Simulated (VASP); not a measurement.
P, 2 atoms in the cell. The structure is trigonal, space group R-3m (No. 166). Conventional cell: a = 3.451 Å, b = 3.451 Å, c = 9.389 Å, α = 90.00°, β = 90.00°, γ = 120.00°. Around P (site symmetry 3m) lie 3 P at 2.29 Å. This isn't the form of P at room conditions, which is orthorhombic.

- Program: VASP 6.6.1
- Task: single point
- Functional: PBE
- Potentials or basis: VASP PAW PBE potentials, release 64 (P)
- Cutoff: 520 eV
- k mesh: 9 × 9 × 9
- Occupations: fermi-dirac, width 0.05 eV
- Spin: no spin polarisation
- Further INCAR settings: ALGO = Normal; EDIFF = 1e-07; NBANDS = 12

Potentials or basis: VASP PAW PBE potentials, release 64 (P).

Run with:

```bash
$ cat potpaw_PBE.64/P/POTCAR > POTCAR
$ mpirun -np 1 vasp_std > vasp.out
```

Hardware: 1 thread of Intel(R) Xeon(R) Platinum 8488C (Sapphire Rapids), with other jobs on the host.

Estimate the wall time of this run.

It took 24 s on 1 thread of Intel(R) Xeon(R) Platinum 8488C (Sapphire Rapids) (shared host), peak memory 0.15 GiB. Counts: scf iterations 13, k points 85.
